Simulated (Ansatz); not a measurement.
(100) slab cut from the bulk of Mg2Ge, Fm-3m (No. 225); the slab's formula is Mg3Ge2:

```yaml
crystal:
  lattice:
    - [4.50028, 0.00000, 0.00000]
    - [0.00000, 4.50028, 0.00000]
    - [0.00000, 0.00000, 24.54654]
  atoms:
    - { symbol: Ge, position: [0.50000, 0.50000, 0.30554] }
    - { symbol: Mg, position: [0.00000, 0.50000, 0.37036] }
    - { symbol: Mg, position: [0.50000, 0.00000, 0.37036] }
    - { symbol: Ge, position: [0.00000, 0.00000, 0.43518] }
    - { symbol: Mg, position: [0.50000, 0.00000, 0.50000] }
    - { symbol: Mg, position: [0.00000, 0.50000, 0.50000] }
    - { symbol: Ge, position: [0.50000, 0.50000, 0.56482] }
    - { symbol: Mg, position: [0.00000, 0.50000, 0.62964] }
    - { symbol: Mg, position: [0.50000, 0.00000, 0.62964] }
    - { symbol: Ge, position: [0.00000, 0.00000, 0.69446] }
```

Method: DFT PBEsol, scalar-relativistic, plane waves, PAW in Ansatz 0.2.0. Settings: cutoff 420 eV, Γ-centred mesh 8×8×1 on the computed 10-atom cell, Gaussian smearing of 0.05 eV; no spin polarisation. The cell repeats along c with a dipole correction in the vacuum.

Problem. What forces act on the atoms?

Solution.
```
atom Fx (eV/Å) Fy (eV/Å) Fz (eV/Å)
 Ge1      0.000      0.000     -0.080
 Mg2      0.000      0.000     -0.161
 Mg3      0.000      0.000     -0.161
 Ge4      0.000      0.000      0.241
 Mg5      0.000      0.000      0.000
 Mg6      0.000      0.000      0.000
 Ge7      0.000      0.000     -0.241
 Mg8      0.000      0.000      0.161
 Mg9      0.000      0.000      0.161
Ge10      0.000      0.000      0.080
```